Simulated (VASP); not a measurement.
**TiC: equation of state with PBEsol**

TiC:

```
CELL_PARAMETERS angstrom
0.00000 2.16572 2.16572
2.16572 0.00000 2.16572
2.16572 2.16572 0.00000
ATOMIC_POSITIONS crystal
Ti 0.00000 0.00000 0.00000
C 0.50000 0.50000 0.50000
```

The cell is a database's computed one.

```
Program                : VASP 6.6.1
Task                   : equation of state
Functional             : PBEsol
Potentials or basis    : VASP PAW PBE potentials, release 64 (Ti_sv, C)
Cutoff                 : 520 eV
k mesh                 : 11 × 11 × 11
Occupations            : fermi-dirac, width 0.05 eV
Spin                   : no spin polarisation
Ladder                 : free
Further INCAR settings : ALGO = Normal; EDIFF = 1e-07; NBANDS = 15
```

```
Equilibrium volume                      : 9.91 Å³/atom
Bulk modulus                            : 266 GPa
Pressure derivative of the bulk modulus : 4.0
```

Energy against volume, from the lowest point:
```tsv
volume (Å³/atom)	energy (meV/atom)
9.548	11.15
9.752	1.84
9.955	0.00
10.158	4.91
10.361	15.91
10.564	32.39
10.767	53.84
```

All runs of the series together: 110 s on 1 thread of Intel(R) Xeon(R) Platinum 8259CL CPU @ 2.50GHz (Skylake/Cascade Lake), on a shared host.

Caveat: the PAW data sets were made with another functional, which shifts forces and pressure a little.
